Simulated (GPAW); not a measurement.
Runs of GPAW 26.7.0 on NiO. The structure is cubic, space group Fm-3m (No. 225). The conventional cell has a = 4.172 Å, b = 4.172 Å, c = 4.172 Å, α = 90.00°, β = 90.00°, γ = 90.00°. Ni (site symmetry m-3m) has 6 O at 2.09 Å as nearest neighbours. O (site symmetry m-3m) has 6 Ni at 2.09 Å as nearest neighbours. 

```tsv
task	level	potentials or basis	U	eigensolver	band path	band points	gap on the mesh (eV)	pressure (GPa)	moment (μB)
band structure	BLYP	PAW data sets generated in the run's folder for this functional, pw	-	davidson	GXWKGLUWLK,UX	80	-	17.4	1.77
band structure	LDA+U	the program's PAW data sets (release 1.2.1) made for this functional, pw	Ni d U = 3.5 eV	-	GXWKGLUWLK,UX	100	0.71	(b)	2.00
band structure	optPBE-vdW	GPAW PAW data sets (gpaw-data 1.2.1), pw	-	-	GXWKGLUWLK,UX	60	-	-	(a)
band structure	PBE+U	GPAW PAW data sets (gpaw-data 1.2.1), pw	Ni d U = 6.2 eV	-	GXWKGLUWLK,UX	80	2.38	15.1	2.00
```

Alike in all rows: spin collinear, ferromagnetic start; cell as given; k mesh 8 × 8 × 8; cutoff (eV) 800; smearing fermi-dirac 0.05 eV.

**Question.** Estimate the missing entries.

**Answer.** (a) 1.73; (b) -5.7.

Caveats: a cell with one magnetic atom can't hold antiferromagnetic order, which such compounds often take; the stock nickel data set gives pressures a few GPa off other programs (some runs); semilocal functionals often make such compounds metallic where correlation or magnetic order opens a gap, which also shifts bond lengths (some runs); so large a pressure means that the cell lies far from this level's equilibrium, or that cutoff or potentials fall short (some runs); the PAW data sets were made with another functional, which shifts forces and pressure a little (some runs).

